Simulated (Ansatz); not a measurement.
Computed with Ansatz on PBE0-D4/def2-TZVP structures; ΔE is electronic, products minus reactants. CBS: MP2 limit from def2 TZ/QZ plus the TZ coupled-cluster correction, frozen cores. Functionals use def2-TZVPP. B3LYP here is the variant with VWN-RPA as its local correlation; programs differ in this. One conformer a species, not always the lowest.

Consider the formal exchange of groups at the Si–O bond: `CB(C)O[SiH3]` + acetic acid → `O=C(O)C[SiH3]` + `CB(C)O`.

Q: Is it downhill or uphill in electronic energy at CCSD(T)/CBS, and by how much? (Best estimate.)

A: The calculation gave: Uphill: ΔE = +88.8 kJ/mol.

Q: What do these levels give: PBE0, B3LYP, MP2/def2-TZVPP, SCS-MP2/def2-TZVPP, CCSD/def2-TZVPP, CCSD(T)/def2-TZVPP? (Best estimate.)

A: The calculation gave: PBE0 80.5, B3LYP 91.9, MP2/def2-TZVPP 89.5, SCS-MP2/def2-TZVPP 93.4, CCSD/def2-TZVPP 90.4, CCSD(T)/def2-TZVPP 87.6 kJ/mol.

Largest T1 diagnostic among the species: 0.015.

From PBE to PBE0 (25 % exact exchange), in def2-TZVPP and without D4, ΔE moves by +4.8 kJ/mol. In def2-TZVPP, CCSD(T) changes the Hartree–Fock value by −21.5 kJ/mol (the triples alone add −2.8 kJ/mol) and MP2 by −19.6 kJ/mol.
